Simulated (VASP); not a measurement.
Runs of VASP 6.6.1 on TiO2. It takes space group P4_2/mnm (No. 136, tetragonal). Conventional cell: a = 4.600 Å, b = 4.600 Å, c = 2.959 Å, α = 90.00°, β = 90.00°, γ = 90.00°. Ti (site symmetry mmm) is surrounded by 6 O at 1.95 to 1.98 Å. Around O (site symmetry m2m) lie 3 Ti at 1.95 to 1.98 Å. The cell is a database's computed one.

```tsv
task	potentials or basis	cell	cutoff (eV)	smearing	gap on the mesh (eV)	pressure (GPa)	relaxed volume (Å³/atom)	largest force (eV/Å)
relaxation of cell and atoms	VASP PAW PBE potentials, release 64 (Ti_pv, O)	relaxed	600	fermi-dirac 0.05 eV	1.79	0.0	10.70	0.01
relaxation of cell and atoms	VASP PAW PBE potentials, release 64 (Ti, O)	relaxed	580	fermi-dirac 0.05 eV	(b)	0.0	10.75	0.01
band structure	VASP PAW PBE potentials, release 64 (Ti, O)	as given	500	fermi-dirac 0.05 eV	1.70	(a)	-	0.10
band structure	VASP PAW PBE potentials, release 64 (Ti_sv_GW, O_GW)	as given	600	fermi-dirac 0.05 eV	1.86	3.2	-	0.01
relaxation of cell and atoms	VASP PAW PBE potentials, release 64 (Ti_sv_GW, O_GW)	relaxed	630	fermi-dirac 0.05 eV	1.85	-0.1	10.60	-
single point	VASP PAW PBE potentials, release 64 (Ti_sv, O)	as given	520	gaussian 0.015 eV	1.84	5.0	-	0.02
band structure	VASP PAW PBE potentials, release 64 (Ti_sv_GW, O_GW)	as given	550	fermi-dirac 0.05 eV	1.86	3.2	-	0.01
band structure	VASP PAW PBE potentials, release 64 (Ti_pv, O)	as given	520	fermi-dirac 0.05 eV	1.81	5.6	-	0.04
relaxation of cell and atoms	VASP PAW PBE potentials, release 64 (Ti_sv_GW, O_GW)	relaxed	680	fermi-dirac 0.05 eV	1.85	0.0	10.61	-
```

Alike in all rows: level PBE; no spin polarisation; k mesh 6 × 6 × 9.

Task: Fill in the values left out.

Result: (a) 7.0; (b) 1.66.

Caveats: an odd mesh through Γ misses points on the zone boundary, where band edges often lie (some runs).

The runs don't all hold the same shells in valence.
